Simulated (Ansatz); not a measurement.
# MnSb under compression and expansion

```yaml
crystal:
  lattice:
    - [0.00000, 2.78582, 2.78582]
    - [2.78582, 0.00000, 2.78582]
    - [2.78582, 2.78582, 0.00000]
  atoms:
    - { symbol: Mn, position: [0.00000, 0.00000, 0.00000] }
    - { symbol: Sb, position: [0.50000, 0.50000, 0.50000] }
```

The structure comes from a relaxation in the same program, started in the rocksalt type, and has space group Fm-3m. Whether it is a known phase or the ground state wasn't checked.

Other magnetic orders may lie lower; this is the state that the run reached.

Spin–orbit coupling is left out, though it moves levels of the heavy atoms by tenths of an eV or more.

Methods: DFT, PBE, all-electron LAPW, scalar-relativistic (Ansatz 0.2.0); DFT, PBE, PAW with Ansatz's default frozen-core files, scalar-relativistic (Ansatz 0.2.0).

For LAPW: a Γ-centred 11×11×11 k mesh, Fermi–Dirac smearing of 0.03 eV, basis error target 1 meV/atom, spin-polarised from start moments Mn1 4 μB. PAW takes a cutoff of 420 eV at this cell. The Ansatz runs share mesh, smearing and spin set-up. Plane-wave (PAW) pressures include the program's estimate of the Pulay term.

The cell above is scaled evenly, with fractional coordinates and shape held.

(1) Estimate the equilibrium volume and bulk modulus that LAPW (all electrons) gives for this fixed shape.

Answers

(1) V0 = 21.64 Å³/atom, B0 = 61 GPa, B0′ = 6.0, from a third-order Birch–Murnaghan fit to these pressures:
```tsv
V/V(cell)	V (Å³/atom)	P, LAPW (GPa)	P, PAW (GPa)	moment, LAPW (μB)	free energy over the lowest listed, PAW (meV/atom)
0.9600	20.755	2.90	2.88	3.74	7.5
0.9800	21.188	1.38	1.36	3.76	1.9
1.0000	21.620	0.06	0.04	3.79	0.0
1.0200	22.053	-1.06	-1.08	3.83	1.5
1.0400	22.485	-2.08	-2.10	3.87	5.8
```
